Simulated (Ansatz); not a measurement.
A plane-wave DFT run in Ansatz 0.2.0 (scalar-relativistic PAW potentials unless the input names others): input and command.

```yaml
crystal:
  lattice:
    - [0.0, 2.1870060813, 2.1870060813]
    - [2.1870060813, 0.0, 2.1870060813]
    - [2.1870060813, 2.1870060813, 0.0]
  atom:
    - { symbol: Al, position: [0.0, 0.0, 0.0] }
    - { symbol: "N", position: [0.75, 0.75, 0.75] }
basis:
  ecutwfc: 420
kpoints:
  mp_grid: { grid: [10, 10, 10] }
hamiltonian:
  xc: pbe
scf:
  occupations: { method: fixed }
  max_iter: 75
output:
  forces: true
  eigenvalues: true
  stress: true
```

```bash
ansatz run input.yaml --threads 1 --pin off --max-ram 3072MiB --backend cpu --events-out ev --progress --plain --runs-dir out
```

What will the program do with this input?

The program refuses it, because of a misspelt key (the key crystal.atoms typed as atom). With the key spelt rightly it is accepted.

Abridged log:
```
Error: YAML parse error: error: line 6 column 3: unknown field `atom`, expected one of checkpoint, saddle_side, structure_sha256, lattice, periodic, space_group, setting, atoms, reduce_to_primitive, conventional_axes, supercell, defects, symmetry, host
 --> <input>:6:3
  |
4 |     - [2.1870060813, 0.0, 2.1870060813]
5 |     - [2.1870060813, 2.1870060813, 0.0]
6 |   atom:
  |   ^ unknown field `atom`, expected one of checkpoint, saddle_side, structure_sha256, lattice, periodic, space_group, setting, atoms, reduce_to_primitive, conventional_axes, supercell, defects, symmetry, host
7 |     - { symbol: Al, position: [0.0, 0.0, 0.0] }
8 |     - { symbol: "N", position: [0.75, 0.75, 0.75] }
  |
```